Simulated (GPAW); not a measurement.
Input of a GPAW 26.7.0 run:

The input run.py:

```python
import numpy as np
from ase.dft.bandgap import bandgap
from ase.io import read, write
from ase.units import GPa
from gpaw import GPAW, PW
from gpaw.spinorbit import soc_eigenstates

atoms = read('CdSe.xyz')

calc = GPAW(mode=PW(600),
            xc='MGGA_X_SCAN+MGGA_C_SCAN',
            kpts={'size': (5, 5, 3), 'gamma': True},
            occupations={'name': 'fermi-dirac', 'width': 0.05},
            nbands=31,
            convergence={'density': 1e-05, 'energy': 1e-05},
            maxiter=150,
            txt='gpaw.txt')
atoms.calc = calc
energy = atoms.get_potential_energy()
forces = atoms.get_forces()
stress = atoms.get_stress()
calc.write('gs.gpw')
write('result.traj', atoms)
print(f'Energy: {energy:.6f} eV')
print('Forces (eV/A):')
print(forces.round(4))
print('Stress (GPa):', (stress / GPa).round(3))
print('Fermi level:', round(calc.get_fermi_level(), 4), 'eV')
print(f'Gap: {bandgap(calc)[0]:.4f} eV, direct: {bandgap(calc, direct=True)[0]:.4f} eV')

path = atoms.cell.bandpath('GMKGALHA,LM,KH', npoints=80, eps=1e-4)
bs_calc = calc.fixed_density(kpts=path, symmetry='off', nbands=52,
                             convergence={'bands': 'CBM+6.0', 'eigenstates': 1e-6}, txt='bands.txt')
bs = bs_calc.band_structure()
bs.write('bs.json')
print(f'Gap on the path: {bandgap(bs_calc)[0]:.4f} eV')

soc = soc_eigenstates(bs_calc, theta=90, phi=0, ignore_xc_potential=True)
np.savetxt('soc_bands.dat', soc.eigenvalues(), fmt='%.4f')
mesh = soc_eigenstates('gs.gpw', theta=90, phi=0, ignore_xc_potential=True)
np.savetxt('soc_mesh.dat', mesh.eigenvalues(), fmt='%.4f')
print('Fermi level with spin-orbit coupling:', round(mesh.fermi_level, 4), 'eV')
```

The input CdSe.xyz:

```xyz
4
Lattice="4.3000000000 0.0000000000 0.0000000000 -2.1500000000 3.7239092363 0.0000000000 0.0000000000 0.0000000000 7.0200000000" Properties=species:S:1:pos:R:3 pbc="T T T"
Cd     2.1500000002      1.2413030786      3.5100000000
Cd    -0.0000000002      2.4826061577      0.0000000000
Se     2.1500000002      1.2413030786      6.2127000000
Se    -0.0000000002      2.4826061577      2.7027000000
```

Potentials or basis: GPAW PAW data sets (gpaw-data 1.2.1), pw.

Run with:

```sh
$ OMP_NUM_THREADS=1 python run.py
```

(1) What does it give for the pressure?

(2) Estimate the largest force.

(3) What does it give for the band gap along the path?

(4) What does it give for the band gap on the k mesh?

## Answers

(1) 1.0 GPa.

(2) 0.277 eV/Å.

(3) 0.95 eV, direct.

(4) 0.95 eV, direct.

Caveat: spin-orbit coupling was added after a scalar SCF, so levels and gaps hold it while energy, forces, pressure and moments don't; this program's spin-orbit splittings come out too wide for heavy elements; the PAW data sets were made with another functional, which shifts forces and pressure a little.

**The experiment to reproduce.**

A printed reference work, data compilation reports, for a bulk crystal of CdSe at 2 K: band gap 1.841 eV.

Against the measured gap of CdSe, 1.841 eV (2 K; a printed reference work, data compilation), the calculated 0.95 eV is off by -0.89 eV. The value is that of SCAN, without temperature or zero-point motion.
